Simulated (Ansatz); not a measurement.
# KI: the cost of one run

Method: DFT r²SCAN, frozen-core PAW, scalar-relativistic unless said, in Ansatz 0.2.0.

1 further run of the same task is left out (it didn't finish).

## 1. The structure to begin with

The structure is cubic, space group Fm-3m (No. 225). The conventional cell has a = 7.066 Å, b = 7.066 Å, c = 7.066 Å, α = 90.00°, β = 90.00°, γ = 90.00°. K (site symmetry m-3m) has 6 I at 3.53 Å as nearest neighbours. I (site symmetry m-3m) has 6 K at 3.53 Å as nearest neighbours.

As a file:

```
CELL_PARAMETERS angstrom
3.53277 3.53277 0.00000
-3.53277 3.53277 0.00000
0.00000 3.53277 3.53277
ATOMIC_POSITIONS crystal
K 0.00000 0.00000 0.00000
I 0.50000 0.50000 0.00000
```

Cartesian axes are those of the input's lattice vectors. The structure goes back to a database entry.

## 2. Cell and atoms relaxed, PAW

Input file input.yaml:

```yaml
crystal:
  lattice:
    - [3.532775, 3.532775, 0.0]
    - [-3.532775, 3.532775, 0.0]
    - [0.0, 3.532775, 3.532775]
  atoms:
    - { symbol: K, position: [0.0, 0.0, 0.0] }
    - { symbol: I, position: [0.5, 0.5, 0.0] }
kpoints:
  mp_grid: { grid: [10, 10, 10] }
scf:
  occupations: { method: fermi_dirac, width: 0.1 }
hamiltonian:
  xc: r2scan
  pseudopotentials: { kind: paw }
relax:
  f_tol: 0.002
  max_steps: 80
  cell: {}
output:
  forces: true
  stress: true
```

On the command line:

```bash
> ansatz run input.yaml --threads 1 --pin off --max-ram 3072MiB --backend cpu --events-out ev --progress --plain --runs-dir out
```

What time and memory should one allow on 1 thread of Intel Xeon 6975P-C (Granite Rapids), shared host?

About 17 s, with a peak of 0.72 GiB.
